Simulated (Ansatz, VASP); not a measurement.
# Cross-check of SiGe2 between VASP and Ansatz, part 2 of 2

Wanted: the spread between two codes on one cell, functional and k mesh. The cell is generated by rule, not measured, and may not be a known phase. The cell is taken from a series of runs on this material, whose earlier steps may have relaxed, scaled, displaced or heated it; both programs get it as it stands.

VASP 6.6.1 and Ansatz 0.2.0.

So far. Step 2 (Ansatz: single point, r2SCAN): The run ends at a pressure of -0.37 GPa, with forces up to 0.91 eV/Å.

### Step 3. VASP: single point, r2SCAN (continued)

Level of this step: r2SCAN; plane waves and PAW (Si, Ge_d); invented cell (VASP).

Numbers of over 12 decimals in the logs are rounded to 6 here.

OUTCAR, selected parts (step 3):

```text
ion  position               nearest neighbor table
   1  0.000  0.994  0.994-   6 2.26   9 2.26   7 2.33  12 2.33
   2  0.000  0.506  0.506-   8 2.26  11 2.26  10 2.33   5 2.33
   3  0.500  0.994  0.506-   9 2.26  11 2.26   5 2.33   7 2.33
   4  0.500  0.506  0.994-   6 2.26   8 2.26  10 2.33  12 2.33
   5  0.750  0.250  0.481-   2 2.33   3 2.33
   6  0.750  0.750  0.019-   1 2.26   4 2.26
   7  0.250  0.019  0.250-   1 2.33   3 2.33
   8  0.250  0.481  0.750-   2 2.26   4 2.26
   9  0.250  0.019  0.750-   1 2.26   3 2.26
  10  0.250  0.481  0.250-   2 2.33   4 2.33
  11  0.750  0.750  0.481-   2 2.26   3 2.26
  12  0.750  0.250  0.019-   1 2.33   4 2.33

  LATTYP: Found a simple tetragonal cell.
 ALAT       =     7.4783930454
 C/A-ratio  =     0.7071067812

 Subroutine GETGRP returns: Found  8 space group operations
 (whereof  2 operations were pure point group operations)

The static configuration has the point symmetry C_2 .
 The point group associated with its full space group is D_4 .

 Found     50 irreducible k-points:

   k-points           NKPTS =     50   k-points in BZ     NKDIM =     50   number of bands    NBANDS=     79

   dimension x,y,z NGX =    40 NGY =   60 NGZ =   60
   dimension x,y,z NGXF=    80 NGYF=  120 NGZF=  120

   ENCUT  =  550.0 eV  40.42 Ry    6.36 a.u.  10.11 14.30 14.30*2*pi/ulx,y,z

   NELECT =     128.0000    total number of electrons

 k-points in reciprocal lattice and weights: Automatic mesh
   0.00000000  0.00000000  0.00000000       0.003
   0.12500000  0.00000000  0.00000000       0.007
   0.25000000  0.00000000  0.00000000       0.007
   0.37500000  0.00000000  0.00000000       0.007
   0.50000000  0.00000000  0.00000000       0.003
   0.00000000  0.16666667  0.00000000       0.014
   0.12500000  0.16666667  0.00000000       0.028
   0.25000000  0.16666667  0.00000000       0.028
   0.37500000  0.16666667  0.00000000       0.028
[...]
0.37500000  0.50000000  0.50000000       0.007
   0.50000000  0.50000000  0.50000000       0.003

 average (electrostatic) potential at core
       1 -89.1217       2 -89.1217       3 -89.1217       4 -89.1217       5 -80.4401
       6 -80.3952       7 -80.4401       8 -80.3952       9 -80.3952      10 -80.4401
      11 -80.3952      12 -80.4401

 E-fermi :   4.1187

 k-point     1 :       0.0000    0.0000    0.0000
  band No.  band energies     occupation
    ...
     59       1.7178      2.00000
     60       1.9817      2.00000
     61       2.1841      2.00000
     62       2.1841      2.00000
     63       2.8942      2.00000
     64       4.9508     -0.00000
     65       5.1596     -0.00000
     66       5.1596     -0.00000
     67       5.3089     -0.00000
     68       5.3464     -0.00000
    ...

 k-point     2 :       0.1250    0.0000    0.0000
  band No.  band energies     occupation
    ...
     59       1.6659      2.00000
     60       2.0862      2.00000
     61       2.3164      2.00000
     62       3.1141      2.00000
     63       3.3132      2.00000
     64       4.6026     -0.00329
     65       4.7269     -0.00015
     66       4.7270     -0.00015
     67       5.4591     -0.00000
     68       5.4614     -0.00000
    ...

 k-point     3 :       0.2500    0.0000    0.0000
  band No.  band energies     occupation
    ...
     59       1.9602      2.00000
     60       2.7145      2.00000
     61       2.8781      2.00000
     62       3.8892      2.06887
     63       4.1219      0.97281
     64       4.2045      0.34248
     65       4.3790     -0.06928
     66       4.3942     -0.06510
     67       5.4717     -0.00000
     68       5.5063     -0.00000
    ...

  Total        0.2147317     -1.1492843     -1.1492843     -0.0000000      0.0000000      0.0000000
  in kB        1.1633140     -6.2262735     -6.2262735     -0.0000000      0.0000000      0.0000000
  external PRESSURE =      -3.7630777 kB  Pullay stress =       0.0000000 kB

  energy-cutoff  :      550.00
  volume of cell :      295.74
      direct lattice vectors                 reciprocal lattice vectors
    -5.288022435  0.000000000  0.000000000    -0.189106611  0.000000000  0.000000000
     0.000000000 -5.288022435 -5.288022435     0.000000000 -0.094553305 -0.094553305
     0.000000000 -5.288022435  5.288022435     0.000000000 -0.094553305  0.094553305

 POSITION                                       TOTAL-FORCE (eV/Angst)
 -----------------------------------------------------------------------------------
      0.00000    -10.51361      0.00000         0.000000      0.051140      0.000000
      0.00000     -5.35046      0.00000        -0.000000     -0.051140      0.000000
     -2.64401     -7.93203     -2.58158         0.000000      0.000000      0.051140
     -2.64401     -7.93203      2.58158         0.000000      0.000000     -0.051140
     -3.96602     -3.86702      1.22301        -0.000000      0.583710     -0.583710
     -3.96602     -4.06501     -3.86702        -0.000000     -0.647947      0.647947
     -1.32201     -1.42100      1.22301        -0.000000     -0.583710     -0.583710
     -1.32201     -6.51103      1.42100        -0.000000      0.647947      0.647947
     -1.32201     -4.06501      3.86702        -0.000000     -0.647947     -0.647947
     -1.32201     -3.86702     -1.22301        -0.000000      0.583710      0.583710
     -3.96602     -6.51103     -1.42100        -0.000000      0.647947     -0.647947
     -3.96602     -1.42100     -1.22301        -0.000000     -0.583710      0.583710
 -----------------------------------------------------------------------------------
    total drift:                                0.000000     -0.000000     -0.000000

  FREE ENERGIE OF THE ION-ELECTRON SYSTEM (eV)
  ---------------------------------------------------
  free  energy   TOTEN  =      -134.0114144782 eV

  energy  without entropy=     -134.0018887868  energy(sigma->0) =     -134.00823925

 total charge
# of ion       s       p       d       tot
------------------------------------------
    1        0.779   0.880   0.000   1.659
    2        0.779   0.880   0.000   1.659
    3        0.779   0.880   0.000   1.659
    4        0.779   0.880   0.000   1.659
    5        1.189   1.074   9.995  12.259
    6        1.171   1.162   9.996  12.330
    7        1.189   1.074   9.995  12.259
    8        1.171   1.162   9.996  12.330
    9        1.171   1.162   9.996  12.330
   10        1.189   1.074   9.995  12.259
   11        1.171   1.162   9.996  12.330
   12        1.189   1.074   9.995  12.259
--------------------------------------------------
tot         12.557  12.469  79.965 104.991

[... 3 further parts left out ...]
```

The run ends at a pressure of -0.38 GPa, with forces up to 0.92 eV/Å.

### Step 4. Side by side

Known differences besides the potentials themselves: VASP keeps PBE cores, Ansatz makes them for the functional; the cutoff is 500 eV in Ansatz and 550 eV in VASP. Total energies have different zeros and are not compared.

Both answers:

```
      quantity  Ansatz   VASP  difference
pressure (GPa)   -0.37  -0.38       +0.01
```

Forces on 8 of the 12 atoms, those with the largest forces and the largest differences (eV/Å; atoms numbered as in POSCAR):

```
atom         Ansatz x, y, z           VASP x, y, z
 Ge5   0.000, 0.581, -0.581   0.000, 0.584, -0.584
 Ge6   0.000, -0.645, 0.645   0.000, -0.648, 0.648
 Ge7  0.000, -0.581, -0.581  0.000, -0.584, -0.584
 Ge8    0.000, 0.645, 0.645    0.000, 0.648, 0.648
 Ge9  0.000, -0.645, -0.645  0.000, -0.648, -0.648
Ge10    0.000, 0.581, 0.581    0.000, 0.584, 0.584
Ge11   0.000, 0.645, -0.645   0.000, 0.648, -0.648
Ge12   0.000, -0.581, 0.581   0.000, -0.584, 0.584
```

The forces differ by 1.9 meV/Å r.m.s., which is 0.5 % of the r.m.s. force of 0.411 eV/Å (both taken over all components).

### Step 5. Summary of results

| Quantity | Value |
| --- | --- |
| r.m.s. force difference (single point, r2SCAN) | 0.46 % of the r.m.s. force |

What this shows: The r.m.s. force difference is 0.46 % of the r.m.s. force (single point, r2SCAN), within the 3 % picked in this series as the mark of a large difference. Such differences can come from data sets, numerical settings and the points named under the comparisons, not from the functional's error against experiment.

[Lines on the potential files, build, host, timing and source positions are cut from VASP's logs without a mark.]

[Logs are printed without paths, hosts, clocks, repeated set-up lines and the standing remarks that a program may print on its own settings, such as how far it seeks lower states.]

[Hosts, paths, dates, database ids (printed as entryN), source tags and the programs' standing remarks are cut or masked in the printed files.]
